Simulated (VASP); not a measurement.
# MoS2 (R3m) in VASP: notebook

The runs below take MoS2 through single point, with PBE.

Everything below comes from runs of VASP 6.6.1. Logs are shortened: lines on timing, memory, paths and dates and some standing lists are left out, and cuts for length are marked.

### 1 The crystal as given

It takes space group R3m (No. 160, trigonal). The conventional cell has a = 3.160 Å, b = 3.160 Å, c = 18.450 Å, α = 90.00°, β = 90.00°, γ = 120.00°. Mo (site symmetry 3m) has 6 S at 2.39 Å as nearest neighbours. Around S (site symmetry 3m) lie 3 Mo at 2.39 Å. Around S (site symmetry 3m) lie 3 Mo at 2.39 Å.

Measurements of this composition are mostly on another form, of space group No. 194.

### 2 Single point, PBE

INCAR

```
PREC     = Accurate       # precision mode
ENCUT    = 600            # plane-wave cutoff, eV
EDIFF    = 1E-7           # SCF threshold, eV
ISMEAR   = 0              # smearing method
SIGMA    = 0.05           # smearing width, eV
LREAL    = F              # projectors in reciprocal space
LASPH    = T              # aspherical terms in the spheres
NELM     = 100            # most SCF steps
ALGO     = Normal         # electronic algorithm
ISIF     = 2              # what is computed and relaxed
LWAVE    = F              # write WAVECAR
LCHARG   = F              # write CHGCAR
GGA      = PE             # functional
ADDGRID  = F
```

KPOINTS

```
Automatic mesh
0
Gamma
  6 6 6
```

POSCAR

```
MoS2
1.0
    1.5800000000      0.9122134253      6.1500000000
   -1.5800000000      0.9122134253      6.1500000000
    0.0000000000     -1.8244268506      6.1500000000
Mo S
1 2
Direct
    0.0000000000      0.0000000000      0.0000000000
    0.4170000000      0.4170000000      0.4170000000
    0.2500000000      0.2500000000      0.2500000000
```

Potentials or basis: VASP PAW PBE potentials, release 64 (Mo_sv, S).

The run is started by

```sh
> cat potpaw_PBE.64/Mo_sv/POTCAR potpaw_PBE.64/S/POTCAR > POTCAR
> mpirun -np 1 vasp_std > vasp.out
```

OUTCAR:

```text
PREC = Accurate
   ENCUT = 600
   EDIFF = 1E-7
   ISMEAR = 0
   LREAL = F
   LASPH = T
   NELM = 100
   ISIF = 2
   GGA = PE

 Found     32 irreducible k-points:

 Following reciprocal coordinates:
            Coordinates               Weight
  0.000000  0.000000  0.000000      1.000000
  0.166667  0.000000  0.000000      6.000000
  0.333333  0.000000  0.000000      6.000000
  0.500000  0.000000  0.000000      3.000000
  0.166667  0.166667  0.000000      6.000000
  0.333333  0.166667  0.000000     12.000000
   k-points           NKPTS =     32   k-points in BZ     NKDIM =     32   number of bands    NBANDS=     17
   number of dos      NEDOS =    301   number of ions     NIONS =      3
   total plane-waves  NPLWV = 157464
   dimension x,y,z NGX =    54 NGY =   54 NGZ =   54
   dimension x,y,z NGXF=   108 NGYF=  108 NGZF=  108
   ions per type =               1   2
   NGX,Y,Z   is equivalent  to a cutoff of  13.99, 13.99, 13.99 a.u.
   NGXF,Y,Z  is equivalent  to a cutoff of  27.99, 27.99, 27.99 a.u.
 SYSTEM =  unknown system
   PREC   = accura    normal or accurate (medium, high low for compatibility)
   ISTART =      0    job   : 0-new  1-cont  2-samecut
   ICHARG =      2    charge: 1-file 2-atom 10-const
   ISPIN  =      1    spin polarized calculation?
   LNONCOLLINEAR =      F non collinear calculations
   LSORBIT =      F    spin-orbit coupling
   LASPH  =      T    aspherical Exc in radial PAW
   ENCUT  =  600.0 eV  44.10 Ry    6.64 a.u.  12.81 12.81 12.81*2*pi/ulx,y,z
   NELM   =    100;   NELMIN=  2; NELMDL= -5     # of ELM steps
   EDIFF  = 0.1E-06   stopping-criterion for ELM
   LREAL  =      F    real-space projection
   EDIFFG = 0.1E-05   stopping-criterion for IOM
   NSW    =      0    number of steps for IOM
   IBRION =     -1    ionic relax: 0-MD 1-quasi-New 2-CG
   NFREE  =      0    steps in history (QN), initial steepest desc. (CG)
   ISIF   =      2    stress and relaxation
   ISYM   =      2    0-nonsym 1-usesym 2-fastsym
   POTIM  = 0.5000    time-step for ionic-motion
   TEBEG  =    0.0;   TEEND  =   0.0 temperature during run
   PSTRESS=    0.0 pullay stress
   NELECT =      26.0000    total number of electrons
   NUPDOWN=      -1.0000    fix difference up-down
   EMIN   =  10.00;   EMAX   =-10.00  energy-range for DOS
   EFERMI =   0.00;   METHOD = LEGACY
   ISMEAR =     0;   SIGMA  =   0.05  broadening in eV -4-tet -1-fermi 0-gaus
   EFERMI_NEDOS =   21; number of points for ismear=-14 and -15
   IALGO  =     38    algorithm
   IMIX   =      4    mixing-type and parameters
     AMIX     =   0.40;   BMIX     =  1.00
     AMIX_MAG =   1.60;   BMIX_MAG =  1.00
  volume/ion in A,a.u.               =      17.73       119.63
  Fermi-wavevector in a.u.,A,eV,Ry     =   1.289652  2.437089 22.629252  1.663203
  Thomas-Fermi vector in A             =   2.421532
   LORBIT       =      0    0 simple, 1 ext, 2 COOP (PROOUT), +10 PAW based schemes
   GGA     = PE    functional components
   LHFCALC =     F    Hartree Fock is set to
   AEXX    =    0.0000 exact exchange contribution
   IVDW    =     0    specifies the selected vdW correction
   LEPSILON=     F    determine dielectric tensor
   LRPA    =     F    only Hartree local field effects (RPA)
 non-spin polarized calculation
 Gauss-broadening in eV      SIGMA  =   0.05
  energy-cutoff  :      600.00
  volume of cell :       53.18
 maximum number of plane-waves:      1800
 NGX is ok and might be reduce to    54
   NGX = 25   NGY = 25   NGZ = 25

 number of electron      26.0000000 magnetization

 Free energy of the ion-electron system (eV)
  ---------------------------------------------------
  ext. energy  EPLUGINS =         0.00000000
  ---------------------------------------------------
  free energy    TOTEN  =       -21.78997532 eV

  energy without entropy =      -21.78997532  energy(sigma->0) =      -21.78997532

 E-fermi :   8.0368     XC(G=0): -10.8259

 val. band max:        7.6553000092   @ k =   0.5000   0.5000   0.5000
 cond. band min:       8.5956534804   @ k =  -0.1667   0.5000   0.1667
 fundamental gap:      0.9403534712
 Fermi energy:         8.0367936190

 k-point     1 :       0.0000    0.0000    0.0000
  band No.  band energies     occupation
      1     -53.9090      2.00000
      2     -28.0776      2.00000
      3     -27.8468      2.00000
      4     -27.8468      2.00000
      5      -7.4613      2.00000
      6      -5.7417      2.00000
[... 9 lines left out ...]
     16      10.1034      0.00000
     17      10.1034      0.00000

 k-point     2 :       0.1667    0.0000    0.0000
  band No.  band energies     occupation
      1     -53.8986      2.00000
      2     -28.0570      2.00000
      3     -27.9507      2.00000
      4     -27.8704      2.00000
      5      -7.0431      2.00000
      6      -5.6160      2.00000
[... 9 lines left out ...]
     16       9.7703      0.00000
     17      10.2895      0.00000

 k-point     3 :       0.3333    0.0000    0.0000
  band No.  band energies     occupation
      1     -53.8777      2.00000
      2     -28.1534      2.00000
      3     -28.0154      2.00000
      4     -27.9172      2.00000
      5      -6.0613      2.00000
      6      -5.3263      2.00000
[... 9 lines left out ...]
     16      10.7607      0.00000
     17      10.9799      0.00000

 k-point     4 :       0.5000    0.0000    0.0000
  band No.  band energies     occupation
      1     -53.8672      2.00000
      2     -28.2525      2.00000
      3     -27.9946      2.00000
      4     -27.9404      2.00000
      5      -5.4401      2.00000
      6      -5.1627      2.00000
[... 9 lines left out ...]
     16      11.1448      0.00000
     17      11.1591      0.00000

 k-point     5 :       0.1667    0.1667    0.0000
  band No.  band energies     occupation
      1     -53.8986      2.00000
      2     -28.0570      2.00000
      3     -27.9507      2.00000
      4     -27.8704      2.00000
      5      -7.0263      2.00000
      6      -5.6451      2.00000
[... 9 lines left out ...]
     16       9.7855      0.00000
     17      10.3577      0.00000

 k-point     6 :       0.3333    0.1667    0.0000
  band No.  band energies     occupation
      1     -53.8829      2.00000
      2     -28.0843      2.00000
      3     -28.0259      2.00000
      4     -27.9252      2.00000
      5      -6.3060      2.00000
      6      -5.4398      2.00000
[... 9 lines left out ...]
     16       9.9501      0.00000
     17      11.2889      0.00000

 [... further k-points ...]

------------------------ aborting loop because EDIFF is reached ----------------------------------------

  FORCE on cell =-STRESS in cart. coord.  units (eV):
  Direction    XX          YY          ZZ          XY          YZ          ZX
  --------------------------------------------------------------------------------------
  -------------------------------------------------------------------------------------
  Total        1.4630574      1.4630574      2.2551226      0.0000000     -0.0000000     -0.0000000
  in kB       44.0749713     44.0749712     67.9361327      0.0000000     -0.0000000     -0.0000000
  external PRESSURE =      52.0286917 kB  Pullay stress =       0.0000000 kB

 VOLUME and BASIS-vectors are now :
 -----------------------------------------------------------------------------
  energy-cutoff  :      600.00
  volume of cell :       53.18
      direct lattice vectors                 reciprocal lattice vectors
     1.580000000  0.912213425  6.150000000     0.316455696  0.182705781  0.054200542
    -1.580000000  0.912213425  6.150000000    -0.316455696  0.182705781  0.054200542
     0.000000000 -1.824426851  6.150000000     0.000000000 -0.365411563  0.054200542

 POSITION                                       TOTAL-FORCE (eV/Angst)
 -----------------------------------------------------------------------------------
      0.00000      0.00000      0.00000         0.000000      0.000000      0.086437
      0.00000      0.00000      7.69365         0.000000      0.000000      0.425115
      0.00000      0.00000      4.61250         0.000000     -0.000000     -0.511552
 -----------------------------------------------------------------------------------
    total drift:                               -0.000000     -0.000000      0.000019

  FREE ENERGIE OF THE ION-ELECTRON SYSTEM (eV)
  ---------------------------------------------------
  free  energy   TOTEN  =       -21.7899753206 eV

  energy  without entropy=      -21.7899753206  energy(sigma->0) =      -21.78997532
```

It took 2 min on 1 thread of Intel Xeon Platinum 8488C (Sapphire Rapids), shared host; peak memory 0.35 GiB.

The run converged, but some of its settings lie outside the range that counts as converged, so its numbers aren't taken as properties of the crystal.

What came out:

| Item | Value |
| --- | --- |
| Free energy | -21.7900 eV |
| Pressure | 5.2 GPa |
| Largest force | 0.512 eV/Å |
| Band gap on the k mesh | 0.94 eV, indirect (least direct gap 1.71 eV) |

### 3 Single point, PBE

Changes to INCAR since step 2:

```diff
@@ -1,3 +1,3 @@
 PREC     = Accurate       # precision mode
-ENCUT    = 600            # plane-wave cutoff, eV
+ENCUT    = 300            # plane-wave cutoff, eV
 EDIFF    = 1E-7           # SCF threshold, eV
```

KPOINTS

```
Automatic mesh
0
Gamma
  9 9 9
```

POSCAR is that of step 2.

Potentials or basis: VASP PAW PBE potentials, release 64 (Mo_sv, S).

The run is started by

```sh
> cat potpaw_PBE.64/Mo_sv/POTCAR potpaw_PBE.64/S/POTCAR > POTCAR
> mpirun -np 1 vasp_std > vasp.out
```

It took 71 s on 1 thread of Intel Xeon Platinum 8488C (Sapphire Rapids), shared host; peak memory 0.2 GiB.

The run converged, but some of its settings lie outside the range that counts as converged, so its numbers aren't taken as properties of the crystal.

What came out:

| Quantity | Value |
| --- | --- |
| Free energy | -21.7788 eV |
| Pressure | 4.8 GPa |
| Largest force | 0.514 eV/Å |
| Band gap on the k mesh | 0.95 eV, indirect (least direct gap 1.71 eV) |

Caveat: the cutoff is under 1.25 times the usual one of these potentials, so pressure, stress and relaxed cells hold a basis-set (Pulay) error; an odd mesh through Γ misses points on the zone boundary, where band edges often lie.

(Continued in part 2 of 2.)
